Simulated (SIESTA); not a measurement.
FeO under changes of volume

One of the cells (10.989 Å³/atom); the others are scaled copies at fixed shape and fractional positions:

```
Fe O
1.0
     2.70013   -1.53453    0.00000
     2.70013    1.53453    0.00000
    -0.23586    0.00000    5.30435
Fe O
2 2
Direct
  0.00000 0.00000 0.50000
  0.00000 0.00000 0.00000
  0.33547 0.33547 0.74430
  0.66453 0.66453 0.25570
```

The cell comes from a database or a generator and needn't be the stable form of this composition.

* Program: SIESTA 5.4.2
* Functional: PBEsol
* Potentials or basis: PseudoDojo 0.4 standard (PBEsol files)
* Basis: DZP (energy shift 0.003 Ry; two zetas on semicore shells)
* Grid cutoff: 800 Ry
* Energy shift: 0.003 Ry
* k mesh: 10 × 10 × 5
* Occupations: fermi-dirac, width 0.05 eV
* Spin: collinear spin, ferromagnetic start
* Starting moments: [3.0, 3.0, 0.0, 0.0] μB

```csv
volume (Å³/atom),energy over the lowest point (meV/atom),pressure (GPa),largest force (eV/Å)
10.127,0.00,-7.3,0.251
10.343,12.38,-10.8,0.233
10.558,29.15,-13.9,0.216
10.989,74.07,-19.0,0.183
11.205,101.28,-21.2,0.171
11.420,?,?,?
```

Q: What does the run at 11.420 Å³/atom give?

A: Energy over the lowest point 131.23 meV/atom; pressure -23.0 GPa; largest force 0.156 eV/Å.

Worked out: A Birch-Murnaghan fit of order 3 (a polynomial in V^(-2/3)) to the other rows has no minimum within the range. It gives 130.96 meV/atom at 11.420 Å³/atom, against the run's 131.23, and -dE/dV = -23.0 GPa, against -23.0.

Energies are extrapolated to zero smearing.

Caveats: short orbitals over semicore shells can move pressures by several GPa; the basis of atomic orbitals isn't converged, which shifts pressures, moduli and gaps; only a ferromagnetic start was run, and an antiferromagnetic order may lie lower in energy.
